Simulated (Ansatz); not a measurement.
Runs of Ansatz 0.2.0 on Ru. Symmetry: P6_3/mmc, No. 194, hexagonal system. The conventional cell has a = 2.706 Å, b = 2.706 Å, c = 4.282 Å, α = 90.00°, β = 90.00°, γ = 120.00°. Ru (site symmetry -6m2) is surrounded by 12 Ru at 2.65 to 2.71 Å. 

| task | level | potentials or basis | spin | U | k mesh | cutoff (eV) | smearing | driver | eos | hubbard projectors | double counting | other keys | mesh quality | gap on the mesh (eV) | pressure (GPa) | V0 of scaled cells (Å³/atom) | B0 (GPa) |
| --- | --- | --- | --- | --- | --- | --- | --- | --- | --- | --- | --- | --- | --- | --- | --- | --- | --- |
| equation of state | PBE | SPMS NC | off | - | 11 × 11 × 6 | 653 | gaussian 0.025 eV | calculator | murnaghan | - | - | - | not flagged | - | - | (b) | 313 |
| density of states | r2SCAN | PseudoDojo standard | off | - | 11 × 11 × 6 | 1143 | tetrahedron | chain | - | - | - | - | not flagged | none | -3.4 | - | - |
| equation of state | r2SCAN0 | Ansatz PAW | off | - | 6 × 6 × 3 | 500 | fermi-dirac 0.05 eV | - | - | - | - | - | coarse | - | - | 13.09 | (a) |
| single point | exchange-only PBE | Ansatz PAW | non-collinear, antiferromagnetic start, SOC | - | 11 × 11 × 6 | 420 | gaussian 0.15 eV | chain | - | - | - | - | not flagged | none | 37.4 | - | - |
| density of states | r2SCAN | PseudoDojo standard (PBE files) | off | - | 11 × 11 × 6 | 1143 | tetrahedron | - | - | - | - | - | not flagged | none | -3.4 | - | - |
| single point | RPBE+D4+U | Ansatz PAW polarizable | off | Ru d U = 6 eV | 11 × 11 × 6 | 420 | cold 0.05 eV | calculator | - | atomic | amf | scf.eigensolver.kind = davidson; basis.precision = f64; … | not flagged | - | -2.2 | - | - |
| equation of state | PBEsol | JTH PAW | off | - | 11 × 11 × 6 | 1800 | fermi-dirac 0.05 eV | calculator | sjeos | - | - | - | not flagged | - | - | 13.31 | 345 |

Alike in all rows: cell as given.

Q: Estimate the missing entries.

A: (a) 384; (b) 13.79.

Caveats: some runs use coarse meshes; the potentials were made for another functional, which shifts forces and pressure (some runs); the cell was scaled at fixed shape and fractional positions, which overstates the stiffness of a crystal with free parameters, most of all of layers and chains (some runs); the meta-GGA runs on potentials made for a GGA (some runs); with tetrahedron occupations forces and stress needn't match the slope of the energy (some runs); the PAW data sets were made with another functional, which shifts forces and pressure a little (some runs); a pressure of tens of GPa on the cell as given is suspect, and the run, the potentials or the cell itself is likely at fault (some runs); the starting moments weren't kept (some runs).

A k mesh can miss the band edges, and rows without SOC leave out spin-orbit coupling on Ru.

A gap of «none» marks a metal or a gap under the smearing width.
